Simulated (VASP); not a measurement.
Write the native input for VASP 6.6.1 that does the following.

```yaml
Task: single point
Functional: PBE
Potentials_or_basis: VASP PAW PBE potentials, release 64 (Ga_d)
Cutoff: 520 eV
k_mesh: 18 × 18 × 18
Occupations: gaussian, width 0.05 eV
Spin: non-collinear spin, zero start, spin-orbit coupling
Starting_moments: "[[0.0, 0.0, 0.0]] μB"
Dipole_correction: no
Further_INCAR_settings: ALGO = Normal; EDIFF = 1e-07; NBANDS = 24
```

The structure of Ga lies in POSCAR:

```
Ga
1.0
   -1.6858312043      1.6858312043      1.6858312043
    1.6858312043     -1.6858312043      1.6858312043
    1.6858312043      1.6858312043     -1.6858312043
Ga
1
Direct
    0.0000000000      0.0000000000      0.0000000000
```

The cell was built by a generator and needn't be a form met in nature.

These files were run (other wordings do the same):

INCAR

```
SYSTEM = Ga
ALGO = Normal
EDIFF = 1E-7
ENCUT = 520
GGA = PE
GGA_COMPAT = .FALSE.
ISIF = 2
ISMEAR = 0
LASPH = .TRUE.
LCHARG = .FALSE.
LORBIT = 11
LORBMOM = .TRUE.
LREAL = .FALSE.
LSORBIT = .TRUE.
LWAVE = .FALSE.
MAGMOM = 0 0 0
NBANDS = 24
NELM = 150
PREC = Accurate
SIGMA = 0.05
```

KPOINTS

```
k-points
0
G
  18 18 18
  0 0 0
```

Potentials or basis: VASP PAW PBE potentials, release 64 (Ga_d).

Command:

```bash
$ cat potpaw_PBE.64/Ga_d/POTCAR > POTCAR
$ mpirun -np 1 vasp_ncl > vasp.out
```

Results of the run:

- Pressure: 0.1 GPa
- Net moment: 0.00 μB per cell
- Valence electrons inside the program's atomic spheres: Ga 11.51

Wall time 85 s on 1 thread of Intel(R) Xeon(R) Platinum 8488C (Sapphire Rapids), on a shared host, peak memory 0.27 GiB.
